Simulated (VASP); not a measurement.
**K: work function with PBE**

Slab: K, a slab with vacuum.

```
CELL_PARAMETERS angstrom
4.72513 0.00000 0.00000
-2.20936 4.17679 0.00000
0.00000 0.00000 22.81180
ATOMIC_POSITIONS crystal
K 0.17939 0.82061 0.32878
K 0.82061 0.17939 0.50000
K 0.17939 0.82061 0.67122
```

The slab is cut from a database's or a generator's crystal, which needn't be the stable form of the element.

The cell isn't the ideal one: the (0 0 1) slab of K, cut from the database cell, not relaxed.

```yaml
Program: VASP 6.6.1
Task: work function
Functional: PBE
Potentials_or_basis: VASP PAW PBE potentials, release 64 (K_sv)
Cutoff: 520 eV
k_mesh: 7 × 7 × 1
Occupations: gaussian, width 0.05 eV
Spin: no spin polarisation
Dipole_correction: yes
Further_INCAR_settings: ALGO = Fast; EDIFF = 1e-06
```

The largest force is 0.041 eV/Å, the band gap on the k mesh is none (metal or under the smearing width) and the work function of the upper face is 2.35 eV. The work function of the lower face is 2.35 eV.

Forces on the atoms (eV/Å):
```
K   -0.001  0.000  0.041
K    0.002 -0.001  0.000
K   -0.001  0.000 -0.041
```

Levels at points of the mesh, in eV from the Fermi level:
```csv
k point,band 12,band 13,band 14,band 15,band 16,band 17
"(0.00, 0.00, 0.00)",-15.64,-1.91,-1.37,-0.52,0.58,1.29
```

Wall time 9.3 min on 1 thread of AMD EPYC 7571 (shared host), peak memory 0.51 GiB.
